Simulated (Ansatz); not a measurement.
# Zr: which structure is lowest?

Method: DFT, PBE, plane waves (420 eV) with PAW, scalar-relativistic (Ansatz 0.2.0).

Each structure is relaxed within its own symmetry, so a high-lying one may be dynamically unstable.

```json
{"structure": "omega (AlB2-type)", "ΔE (meV/atom)": "-1", "V (Å³/atom)": "23.10", "cell": "a = 5.042 Å, c = 3.148 Å (c/a = 0.624)", "magnetic state": "non-magnetic"}
{"structure": "hcp", "ΔE (meV/atom)": "0", "V (Å³/atom)": "23.38", "cell": "a = 3.234 Å, c = 5.162 Å (c/a = 1.596)", "magnetic state": "non-magnetic"}
{"structure": "fcc", "ΔE (meV/atom)": "38", "V (Å³/atom)": "23.21", "cell": "a = 4.528 Å", "magnetic state": "spin not included"}
{"structure": "dhcp", "ΔE (meV/atom)": "47", "V (Å³/atom)": "23.42", "cell": "a = 3.220 Å, c = 10.434 Å (c/a = 3.240)", "magnetic state": "spin not included"}
{"structure": "bcc", "ΔE (meV/atom)": "83", "V (Å³/atom)": "22.84", "cell": "a = 3.575 Å", "magnetic state": "non-magnetic"}
{"structure": "A15", "ΔE (meV/atom)": "135", "V (Å³/atom)": "23.09", "cell": "a = 5.695 Å", "magnetic state": "spin not included"}
{"structure": "simple cubic", "ΔE (meV/atom)": "878", "V (Å³/atom)": "24.73", "cell": "a = 2.913 Å", "magnetic state": "spin not included"}
{"structure": "diamond", "ΔE (meV/atom)": "2387", "V (Å³/atom)": "31.43", "cell": "a = 6.312 Å", "magnetic state": "ferromagnetic, net 0.63 μB per atom"}
```

ΔE counts from hcp.

Differences under about 8 meV lie within the error of the k-point mesh.
